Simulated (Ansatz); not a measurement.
The system is Fe.

```
Fe
1.0
    -1.44300    1.44300    1.44300
     1.44300   -1.44300    1.44300
     1.44300    1.44300   -1.44300
Fe
1
Direct
  0.00000 0.00000 0.00000
```

Base run:

```yaml
Program: Ansatz 0.2.0
Functional: PBE
Potentials_or_basis: Ansatz PAW
Cutoff: "420 eV (not typed: the program's choice for these potentials)"
k_mesh: 13 × 13 × 13
Occupations: fermi-dirac, width 0.05 eV
Spin: collinear spin, random start
Starting_moments: "[-2.74] μB"
```

Its results: band gap on the k mesh none (metal or under the smearing width); pressure -9.5 GPa.

The run is repeated on the same cell with these changes: spin from collinear spin, random start to no spin polarisation. What comes out?

Band gap on the k mesh none (metal or under the smearing width); pressure -26.5 GPa.
